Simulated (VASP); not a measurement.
**AlNi under changes of volume**

One of the cells (11.669 Å³/atom); the others are scaled copies at fixed shape and fractional positions:

```
Ni Al
1.0
     2.85776    0.00000    0.00000
     0.00000    2.85776    0.00000
     0.00000    0.00000    2.85776
Ni Al
1 1
Direct
  0.50000 0.50000 0.50000
  0.00000 0.00000 0.00000
```

* Program: VASP 6.6.1
* Functional: PBE
* Dispersion: D3(BJ)
* Potentials or basis: VASP PAW PBE potentials, release 64 (Ni, Al)
* Cutoff: 520 eV
* k mesh: 8 × 8 × 8
* Occupations: fermi-dirac, width 0.05 eV
* Spin: collinear spin, ferromagnetic start
* Starting moments: [1.0, 0.0] μB

```csv
volume (Å³/atom),energy over the lowest point (meV/atom),pressure (GPa)
11.203,10.92,7.8
11.436,?,?
11.669,0.00,0.0
11.903,2.42,-3.3
12.136,9.38,-6.2
```

Question: What does the run at 11.436 Å³/atom give?

Answer: Energy over the lowest point 2.64 meV/atom; pressure 3.7 GPa.

Worked out: A Birch-Murnaghan fit of order 2 (a polynomial in V^(-2/3)) to the other rows has its minimum at 11.67 Å³/atom with B0 = V·E''(V) = 174 GPa. It gives 2.67 meV/atom at 11.436 Å³/atom, against the run's 2.64, and -dE/dV = 3.7 GPa, against 3.7.

Energies are extrapolated to zero smearing.

Caveats: pairwise dispersion overbinds metals, which lowers pressure and volume.
